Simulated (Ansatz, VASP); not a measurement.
# One calculation of WS2, two programs

```
CELL_PARAMETERS angstrom
3.18778 0.00000 0.00000
-1.59389 2.76069 0.00000
0.00000 0.00000 14.87128
ATOMIC_POSITIONS crystal
W 0.33333 0.66667 0.25000
W 0.66667 0.33333 0.75000
S 0.33333 0.66667 0.64435
S 0.66667 0.33333 0.14435
S 0.33333 0.66667 0.85565
S 0.66667 0.33333 0.35565
```

Alike in both runs: functional PBE; k mesh 12 × 12 × 2; occupations gaussian, width 0.02 eV; no spin polarisation.

Ansatz relaxed the structure, and its values are those at the end. VASP's run is a single point on that final structure, the one shown.

```csv
,VASP,Ansatz
version,VASP 6.6.1,Ansatz 0.2.0
potentials or method,"VASP PAW PBE potentials, release 64 (W_sv, S)","scalar-relativistic, plane waves, PAW"
plane-wave cutoff (eV),520,420
valence electrons in the cell,52,52
```

|  | VASP | Ansatz | Ansatz less VASP |
| --- | --- | --- | --- |
| gap on the k mesh at the Fermi level (eV) | 1.64 | 1.63 | -0.014 |
| least direct gap on the mesh (eV) | 1.80 | 1.80 | -0.003 |
| pressure (GPa) | 0.0 | 0.0 | +0.04 |

Caveats: spin-orbit coupling is left out, which moves the levels of the heavy elements; this functional lacks dispersion, which binds the layers, so the pressure and a relaxed spacing across them are unreliable. A k mesh can miss the band edges.
